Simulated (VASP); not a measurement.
# RuS (F-43m) in VASP: further runs

The runs below take RuS through single point, with PBEsol+U.

Everything below comes from runs of VASP 6.6.1. Logs are shortened: lines on timing, memory, paths and dates and some standing lists are left out, and cuts for length are marked.

## (1) Starting point

The structure is cubic, space group F-43m (No. 216). Conventional cell: a = 5.529 Å, b = 5.529 Å, c = 5.529 Å, α = 90.00°, β = 90.00°, γ = 90.00°. Ru (site symmetry -43m) has 4 S at 2.39 Å as nearest neighbours. Around S (site symmetry -43m) lie 4 Ru at 2.39 Å.

The cell comes from a database or a generator and needn't be the stable form of this composition.

## (2) Single point, PBEsol+U, collinear spin, antiferromagnetic start

File INCAR:

```
  ALGO = Normal
  EDIFF = 1E-6
  ENCUT = 520
  GGA = PS
  ISIF = 2
  ISMEAR = 0
  ISPIN = 2
  LASPH = True
  LCHARG = False
  LDAU = True
  LDAUJ = 0 0
  LDAUL = 2 -1
  LDAUPRINT = 1
  LDAUTYPE = 2
  LDAUU = 7 0
  LMAXMIX = 4
  LORBIT = 11
  LREAL = False
  LWAVE = False
  MAGMOM = 1 -1 0 0
  NBANDS = 32
  NELM = 60
  PREC = Accurate
  SIGMA = 0.05
```

File KPOINTS:

```
k-points
0
Gamma
  6 6 6
```

File POSCAR:

```
RuS
1.0
    2.7642955000      2.7642955000      5.5285910000
    2.7642955000     -2.7642955000      0.0000000000
    2.7642955000      2.7642955000      0.0000000000
Ru S
2 2
Direct
    0.0000000000      0.0000000000      0.0000000000
    0.5000000000      0.5000000000      0.0000000000
    0.2500000000      0.0000000000      0.2500000000
    0.7500000000      0.5000000000      0.2500000000
```

Potentials or basis: VASP PAW PBE potentials, release 64 (Ru_pv, S).

Launch:

```sh
cat potpaw_PBE.64/Ru_pv/POTCAR potpaw_PBE.64/S/POTCAR > POTCAR
mpirun -np 1 vasp_std > vasp.out
```

OUTCAR:

```text
EDIFF = 1E-6
   ENCUT = 520
   GGA = PS
   ISIF = 2
   ISMEAR = 0
   ISPIN = 2
   LASPH = True
   LORBIT = 11
   LREAL = False
   NELM = 60
   PREC = Accurate

 ion  position               nearest neighbor table
   1  0.000  0.000  0.000-   3 2.39   4 2.39   3 2.39   4 2.39
   2  0.500  0.500  0.000-   3 2.39   4 2.39   4 2.39   3 2.39
   3  0.250  0.000  0.250-   1 2.39   1 2.39   2 2.39   2 2.39
   4  0.750  0.500  0.250-   2 2.39   1 2.39   2 2.39   1 2.39

  LATTYP: Found a simple tetragonal cell.
 ALAT       =     3.9093041865
 C/A-ratio  =     1.4142135624

  Lattice vectors:

 A1 = (   2.7642955000,  -2.7642955000,   0.0000000000)
 A2 = (   2.7642955000,   2.7642955000,   0.0000000000)
 A3 = (   0.0000000000,   0.0000000000,   5.5285910000)

Analysis of symmetry for initial positions (statically):
=====================================================================
 Subroutine PRICEL returns following result:

  LATTYP: Found a face centered cubic cell.
 ALAT       =     5.5285910000
[... 12 lines left out ...]
 Subroutine GETGRP returns: Found  8 space group operations
 (whereof  8 operations were pure point group operations)
 out of a pool of 16 trial point group operations.

The static configuration has the point symmetry D_2d.

Analysis of symmetry for dynamics (positions and initial velocities):
=====================================================================
 Subroutine PRICEL returns following result:

  LATTYP: Found a face centered cubic cell.
 ALAT       =     5.5285910000
[... 12 lines left out ...]
 Subroutine GETGRP returns: Found  8 space group operations
 (whereof  8 operations were pure point group operations)
 out of a pool of 16 trial point group operations.

The dynamic configuration has the point symmetry D_2d.

[... 230 lines left out ...]
  o =  0.0803  v =  0.0000  0.0000  0.0000  0.0000 -1.0000  0.0000  0.0000  0.0000  0.0000  0.0000      0.0000  0.0000  0.0000  0.0000  0.0000  0.0000  0.0000  0.0000  0.0000  0.0000
  o =  0.1524  v =  0.0000  0.0041  0.0000  1.0000  0.0000  0.0000  0.0000  0.0000  0.0000  0.0000      0.0000  0.0000  0.0000  0.0000  0.0000  0.0000  0.0000  0.0000  0.0000  0.0000
  o =  0.1524  v =  0.0000  1.0000  0.0000 -0.0041  0.0000  0.0000  0.0000  0.0000  0.0000  0.0000      0.0000  0.0000  0.0000  0.0000  0.0000  0.0000  0.0000  0.0000  0.0000  0.0000
  o =  0.1998  v =  1.0000  0.0000  0.0000  0.0000  0.0000  0.0000  0.0000  0.0000  0.0000  0.0000      0.0000  0.0000  0.0000  0.0000  0.0000  0.0000  0.0000  0.0000  0.0000  0.0000
  o =  0.8655  v =  0.0000  0.0000 -1.0000 -0.0000 -0.0000  0.0000  0.0000  0.0000  0.0000  0.0000      0.0000  0.0000  0.0000  0.0000  0.0000  0.0000  0.0000  0.0000  0.0000  0.0000
  o =  0.8930  v =  0.0000  0.0000  0.0000  0.0000  0.0000  0.0000  0.0000 -1.0000 -0.0000 -0.0000      0.0000  0.0000  0.0000  0.0000  0.0000  0.0000  0.0000  0.0000  0.0000  0.0000
  o =  0.8960  v =  0.0000  0.0000  0.0000  0.0000  0.0000  0.0000 -0.5078 -0.0000  0.8615  0.0000      0.0000  0.0000  0.0000  0.0000  0.0000  0.0000  0.0000  0.0000  0.0000  0.0000
  o =  0.8960  v =  0.0000  0.0000  0.0000  0.0000  0.0000  0.0000  0.8615  0.0000  0.5078 -0.0000      0.0000  0.0000  0.0000  0.0000  0.0000  0.0000  0.0000  0.0000  0.0000  0.0000
  o =  0.9003  v =  0.0000  0.0000  0.0000  0.0000  0.0000  1.0000  0.0000  0.0000  0.0000  0.0000      0.0000  0.0000  0.0000  0.0000  0.0000  0.0000  0.0000  0.0000  0.0000  0.0000
  o =  0.9014  v =  0.0000  0.0000  0.0000  0.0000  0.0000  0.0000  0.0000 -0.0000  0.0000  1.0000      0.0000  0.0000  0.0000  0.0000  0.0000  0.0000  0.0000  0.0000  0.0000  0.0000

 number of electron      39.9999990 magnetization      -0.0000000

 Free energy of the ion-electron system (eV)
  ---------------------------------------------------
  ext. energy  EPLUGINS =         0.00000000
  ---------------------------------------------------
  free energy    TOTEN  =       -16.06945557 eV

  energy without entropy =      -16.06945557  energy(sigma->0) =      -16.06945557

 E-fermi :   5.7350     XC(G=0): -10.2836

 val. band max:        5.5001154127   @ k =   0.5000   0.0000   0.0000
 cond. band min:       6.9043559666   @ k =   0.5000   0.5000   0.5000
 fundamental gap:      1.4042405539
 Fermi energy:         5.7349745536

 spin component 1

 k-point     1 :       0.0000    0.0000    0.0000
  band No.  band energies     occupation
      1     -38.3955      1.00000
      2     -38.3955      1.00000
      3     -37.4249      1.00000
      4     -35.8971      1.00000
      5     -35.8971      1.00000
      6     -35.4796      1.00000
[... 1673 lines left out ...]
     31      14.4365      0.00000
     32      14.5856      0.00000

 [... further k-points ...]
[... 5 lines left out ...]
  --------------------------------------------------------------------------------------
  -------------------------------------------------------------------------------------
  Total        4.8613968      4.8613968      4.0251721      0.0000000      0.0000000      0.0000000
  in kB       92.1845752     92.1845752     76.3276059      0.0000000      0.0000000      0.0000000
  external PRESSURE =      86.8989187 kB  Pullay stress =       0.0000000 kB

 VOLUME and BASIS-vectors are now :
 -----------------------------------------------------------------------------
  energy-cutoff  :      520.00
  volume of cell :       84.49
      direct lattice vectors                 reciprocal lattice vectors
     2.764295500  2.764295500  5.528591000     0.000000000  0.000000000  0.180877913
     2.764295500 -2.764295500  0.000000000     0.180877913 -0.180877913  0.000000000
     2.764295500  2.764295500  0.000000000     0.180877913  0.180877913 -0.180877913

 POSITION                                       TOTAL-FORCE (eV/Angst)
 -----------------------------------------------------------------------------------
      0.00000      0.00000      0.00000        -0.000000     -0.000000      0.000000
      2.76430      0.00000      2.76430        -0.000000     -0.000000      0.000000
      1.38215      1.38215      1.38215         0.000000      0.000000      0.000000
      4.14644      1.38215      4.14644         0.000000      0.000000      0.000000
 -----------------------------------------------------------------------------------
    total drift:                                0.000000      0.000000     -0.000003

  FREE ENERGIE OF THE ION-ELECTRON SYSTEM (eV)
  ---------------------------------------------------
  free  energy   TOTEN  =       -16.0694555678 eV

  energy  without entropy=      -16.0694555678  energy(sigma->0) =      -16.06945557

 total charge

# of ion       s       p       d       tot
------------------------------------------
    1        0.305   6.208   5.894  12.407
    2        0.305   6.208   5.894  12.407
    3        1.312   2.445   0.000   3.756
    4        1.312   2.445   0.000   3.756
--------------------------------------------------
tot          3.234  17.305  11.787  32.326

 magnetization (x)

# of ion       s       p       d       tot
------------------------------------------
    1        0.015   0.044   3.023   3.082
    2       -0.015  -0.044  -3.023  -3.082
    3        0.000   0.000   0.000   0.000
    4        0.000   0.000   0.000   0.000
--------------------------------------------------
tot          0.000   0.000   0.000   0.000
```

OSZICAR:

```text
N       E                     dE             d eps       ncg     rms          rms(c)
DAV:   1     0.360516080737E+03    0.36052E+03   -0.21848E+04  5504   0.118E+03
DAV:   2     0.172019342913E+01   -0.35880E+03   -0.34626E+03  5752   0.339E+02
[... 13 lines left out ...]
DAV:  16    -0.160693421103E+02   -0.59758E-03   -0.14185E-03  5904   0.151E-01    0.743E-02
DAV:  17    -0.160694336387E+02   -0.91528E-04   -0.36619E-04  6032   0.101E-01    0.272E-02
DAV:  18    -0.160694491602E+02   -0.15522E-04   -0.72997E-05  6072   0.391E-02    0.155E-02
DAV:  19    -0.160694537330E+02   -0.45728E-05   -0.16227E-05  5384   0.185E-02    0.642E-03
DAV:  20    -0.160694555686E+02   -0.18357E-05   -0.52517E-06  4584   0.808E-03    0.271E-03
DAV:  21    -0.160694555678E+02    0.79217E-09   -0.37155E-07  3216   0.491E-03
   1 F= -.16069456E+02 E0= -.16069456E+02  d E =-.503119E-13  mag=     0.0000
```

Wall time 10 min (1 thread of AMD EPYC, shared host); peak memory 0.3 GiB.

The run converged, but a check on its numbers failed (symmetry, net force, bounds or a known fault of this set-up), so they aren't taken as properties of the crystal.

Caveat: the result breaks the symmetry of the cell; the PAW data sets were made with another functional, which shifts forces and pressure a little.

## (3) Single point, PBEsol+U, collinear spin, zero start

This run uses another cell than the first one: it holds 2 atoms, not 4.

File INCAR:

```
SYSTEM = RuS
PREC = Accurate
ENCUT = 520
EDIFF = 1E-6
ISMEAR = 0
SIGMA = 0.05
LREAL = .False.
LASPH = .True.
NELM = 80
ALGO = Fast
ISIF = 2
LWAVE = .False.
LCHARG = .False.
ISPIN = 2
MAGMOM = 0 0
LORBIT = 11
LMAXMIX = 4
LDAU = .True.
LDAUTYPE = 2
LDAUL = 2 -1
LDAUU = 7 0
LDAUJ = 0 0
LDAUPRINT = 1
GGA = PS
```

File KPOINTS:

```
Automatic mesh
0
Gamma
  6 6 6
  0 0 0
```

File POSCAR:

```
RuS
1.0
    0.0000000000      2.7642955000      2.7642955000
    2.7642955000      0.0000000000      2.7642955000
    2.7642955000      2.7642955000      0.0000000000
Ru S
1 1
Direct
    0.0000000000      0.0000000000      0.0000000000
    0.2500000000      0.2500000000      0.2500000000
```

Potentials or basis: VASP PAW PBE potentials, release 64 (Ru_pv, S).

Launch:

```sh
cat potpaw_PBE.64/Ru_pv/POTCAR potpaw_PBE.64/S/POTCAR > POTCAR
mpirun -np 1 vasp_std > vasp.out
```

OUTCAR:

```text
SYSTEM = RuS
   PREC = Accurate
   ENCUT = 520
   EDIFF = 1E-6
   ISMEAR = 0
   LREAL = .False.
   LASPH = .True.
   NELM = 80
   ISIF = 2
   ISPIN = 2
   LORBIT = 11
   GGA = PS

 ion  position               nearest neighbor table
   1  0.000  0.000  0.000-   2 2.39   2 2.39   2 2.39   2 2.39
   2  0.250  0.250  0.250-   1 2.39   1 2.39   1 2.39   1 2.39

  LATTYP: Found a face centered cubic cell.
 ALAT       =     5.5285910000

  Lattice vectors:

 A1 = (   0.0000000000,   2.7642955000,   2.7642955000)
 A2 = (   2.7642955000,   0.0000000000,   2.7642955000)
 A3 = (   2.7642955000,   2.7642955000,   0.0000000000)

[... 787 lines left out ...]
 VOLUME and BASIS-vectors are now :
 -----------------------------------------------------------------------------
  energy-cutoff  :      520.00
  volume of cell :       42.25
      direct lattice vectors                 reciprocal lattice vectors
     0.000000000  2.764295500  2.764295500    -0.180877913  0.180877913  0.180877913
     2.764295500  0.000000000  2.764295500     0.180877913 -0.180877913  0.180877913
     2.764295500  2.764295500  0.000000000     0.180877913  0.180877913 -0.180877913

 POSITION                                       TOTAL-FORCE (eV/Angst)
 -----------------------------------------------------------------------------------
      0.00000      0.00000      0.00000         0.000000      0.000000     -0.000000
      1.38215      1.38215      1.38215        -0.000000     -0.000000      0.000000
 -----------------------------------------------------------------------------------
    total drift:                                0.000000      0.000000      0.000000

  FREE ENERGIE OF THE ION-ELECTRON SYSTEM (eV)
  ---------------------------------------------------
  free  energy   TOTEN  =        -6.5600233871 eV

  energy  without entropy=       -6.5531193831  energy(sigma->0) =       -6.55657139

 total charge

# of ion       s       p       d       tot
------------------------------------------
    1        0.278   6.156   6.104  12.538
    2        1.314   2.281   0.000   3.594
--------------------------------------------------
tot          1.592   8.437   6.104  16.132

 magnetization (x)

# of ion       s       p       d       tot
------------------------------------------
    1        0.000   0.000   0.002   0.002
    2        0.000   0.000   0.000   0.000
--------------------------------------------------
tot          0.000   0.000   0.002   0.002
```

OSZICAR:

```text
N       E                     dE             d eps       ncg     rms          rms(c)
DAV:   1     0.149915861205E+03    0.14992E+03   -0.11572E+04   944   0.134E+03
DAV:   2    -0.179899647793E+01   -0.15171E+03   -0.14871E+03  1094   0.339E+02
DAV:   3    -0.610405149706E+01   -0.43051E+01   -0.42712E+01  1094   0.595E+01
DAV:   4    -0.615576632187E+01   -0.51715E-01   -0.51703E-01  1126   0.641E+00
DAV:   5    -0.615727039402E+01   -0.15041E-02   -0.15040E-02  1148   0.962E-01    0.111E+01
RMM:   6    -0.619431873770E+01   -0.37048E-01   -0.10836E+00   896   0.853E+00    0.528E+00
RMM:   7    -0.629529462435E+01   -0.10098E+00   -0.14692E-01   900   0.344E+00    0.355E+00
RMM:   8    -0.648026667432E+01   -0.18497E+00   -0.17767E-01   977   0.306E+00    0.905E-01
RMM:   9    -0.654327337157E+01   -0.63007E-01   -0.75235E-02   965   0.191E+00    0.380E-01
RMM:  10    -0.655725906519E+01   -0.13986E-01   -0.19958E-02   994   0.892E-01    0.247E-01
RMM:  11    -0.656317769498E+01   -0.59186E-02   -0.55322E-03   990   0.535E-01    0.739E-01
RMM:  12    -0.656232228536E+01    0.85541E-03   -0.10982E-03  1080   0.212E-01    0.655E-01
RMM:  13    -0.655995336115E+01    0.23689E-02   -0.29080E-03  1114   0.377E-01    0.176E-01
RMM:  14    -0.656002330319E+01   -0.69942E-04   -0.36368E-04   955   0.170E-01    0.610E-02
RMM:  15    -0.656002044673E+01    0.28565E-05   -0.44893E-05  1013   0.556E-02    0.189E-02
RMM:  16    -0.656002279202E+01   -0.23453E-05   -0.69243E-06   916   0.251E-02    0.589E-03
RMM:  17    -0.656002338713E+01   -0.59511E-06   -0.16583E-06   659   0.115E-02
   1 F= -.65600234E+01 E0= -.65565714E+01  d E =-.690400E-02  mag=     0.0005
```

stdout:

```text
POSCAR found type information on POSCAR RuS
 POSCAR found :  2 types and       2 ions
 scaLAPACK will be used
 -----------------------------------------------------------------------------
|                                                                             |
|                                                                             |
|     You enforced a specific xc type in the INCAR file but a different       |
|     I HOPE YOU KNOW WHAT YOU ARE DOING!                                     |
|                                                                             |
 -----------------------------------------------------------------------------

 LDA part: xc-table for (Slater+PW92), standard interpolation
 POSCAR, INCAR and KPOINTS ok, starting setup
 FFT: planning ... GRIDC
 FFT: planning ... GRID_SOFT
 FFT: planning ... GRID
 WAVECAR not read
 entering main loop
```

Wall time 67 s (1 thread of AMD EPYC, shared host); peak memory 0.15 GiB.

What came out:

```yaml
Free_energy: -6.5600 eV
Pressure: -17.2 GPa
Band_gap_on_the_k_mesh: none (metal or under the smearing width)
Net_moment: 0.00 μB per cell
Valence_electrons_inside_the_program's_atomic_spheres: Ru 12.54; S 3.59
```

Eigenvalues of the final occupation matrices:
| site | spin | trace | eigenvalues |
| --- | --- | --- | --- |
| site 1 d | 1 | 3.08 | 0.46 0.46 0.46 0.84 0.84 |
| site 1 d | 2 | 3.08 | 0.46 0.46 0.46 0.84 0.84 |

Caveat: the PAW data sets were made with another functional, which shifts forces and pressure a little.

## (4) Single point, PBEsol+U, collinear spin, random start

This run uses another cell than the first one: it holds 2 atoms, not 4.

File INCAR:

```
SYSTEM = RuS
PREC = Accurate
ENCUT = 520
EDIFF = 1E-6
ISMEAR = 0
SIGMA = 0.05
LREAL = .FALSE.
LASPH = .TRUE.
NELM = 100
ALGO = Normal
ISIF = 2
LWAVE = .FALSE.
LCHARG = .FALSE.
ISPIN = 2
MAGMOM = 0.84 0
LORBIT = 11
LMAXMIX = 4
LDAU = .TRUE.
LDAUTYPE = 2
LDAUL = 2 -1
LDAUU = 7 0
LDAUJ = 0 0
LDAUPRINT = 1
GGA = PS
NBANDS = 21
```

File KPOINTS:

```
regular mesh
0
G
  6 6 6
  0 0 0
```

POSCAR is that of step 3.

Launch:

```sh
cat potpaw_PBE.64/Ru_pv/POTCAR potpaw_PBE.64/S/POTCAR > POTCAR
mpirun -np 1 vasp_std > vasp.out
```

Run time: 99 s. Hardware: 1 thread of AMD EPYC, shared host; peak memory 0.16 GiB.

The run converged. Its results:

```yaml
Free_energy: -7.5790 eV
Pressure: 1.0 GPa
Band_gap_on_the_k_mesh: none (metal or under the smearing width)
Net_moment: 2.00 μB per cell
Site_moments: Ru +2.06; S -0.24 μB
Valence_electrons_inside_the_program's_atomic_spheres: Ru 12.56; S 3.67
```

Levels at points of the mesh, in eV from the Fermi level:
Spin up:
```tsv
k point	band 7	band 8	band 9	band 10	band 11	band 12	band 13	band 14	band 15	band 16
(0.00, 0.00, 0.00)	-5.96	-3.36	-3.36	1.71	2.00	2.00	2.00	7.69	7.69	7.69
(0.50, 0.00, 0.00)	-5.17	-3.20	-3.20	-2.94	0.55	0.55	4.19	7.76	8.28	8.28
(0.50, 0.50, 0.00)	-4.62	-3.47	-2.89	-1.98	-1.41	-1.41	4.59	6.48	10.09	11.36
```
Spin down:
| k point | band 6 | band 7 | band 8 | band 9 | band 10 | band 11 | band 12 | band 13 |
| --- | --- | --- | --- | --- | --- | --- | --- | --- |
| (0.00, 0.00, 0.00) | -3.50 | -3.50 | -2.56 | -2.56 | 2.31 | 5.50 | 5.50 | 5.50 |
| (0.50, 0.00, 0.00) | -3.97 | -3.97 | -1.52 | -1.52 | 2.24 | 3.87 | 3.87 | 4.87 |
| (0.50, 0.50, 0.00) | -3.20 | -3.20 | -2.04 | -1.36 | 0.62 | 3.13 | 3.13 | 6.89 |

Eigenvalues of the final occupation matrices:
```tsv
site	spin	trace	eigenvalues
site 1 d	1	4.09	0.79 0.79 0.79 0.85 0.85
site 1 d	2	2.07	0.12 0.12 0.12 0.86 0.86
```

Caveat: the PAW data sets were made with another functional, which shifts forces and pressure a little. The state reached can hang on the start; a lower one may exist.
